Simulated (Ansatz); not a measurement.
# Re under changes of volume

One of the cells (14.714 Å³/atom); the others are scaled copies at fixed shape and fractional positions:

```xyz
2
Lattice="2.7608 0.0000 0.0000 -1.3804 2.3909 0.0000 0.0000 0.0000 4.4582" Properties=species:S:1:pos:R:3 pbc="T T T"
Re    1.3804    0.7970    3.3436
Re    0.0000    1.5939    1.1145
```

```yaml
Program: Ansatz 0.2.0
Functional: PBEsol
Potentials_or_basis: Ansatz PAW
Cutoff: "420 eV (not typed: the program's choice for these potentials)"
k_mesh: 11 × 11 × 6
Occupations: fermi-dirac, width 0.05 eV
Spin: spin-orbit coupling, no magnetisation
```

```csv
volume (Å³/atom),energy over the lowest point (meV/atom),pressure (GPa)
13.831,48.64,22.7
14.125,16.17,13.0
14.420,0.53,4.3
14.714,0.00,-3.5
15.008,13.03,-10.5
15.303,38.21,-16.8
15.597,?,?
```

**Question.** What does the run at 15.597 Å³/atom give?

**Answer.** Energy over the lowest point 74.30 meV/atom; pressure -22.4 GPa.

Worked out: A Birch-Murnaghan fit of order 3 (a polynomial in V^(-2/3)) to the other rows has its minimum at 14.58 Å³/atom with B0 = V·E''(V) = 384 GPa and B' = 4.5 at fixed shape and positions, which overstates the stiffness. It gives 74.18 meV/atom at 15.597 Å³/atom, against the run's 74.30, and -dE/dV = -22.3 GPa, against -22.4.

Energies are extrapolated to zero smearing.

Caveats: the PAW data sets come from PBE, with cores solved anew for the run's functional, which leaves a small shift of forces and pressure.
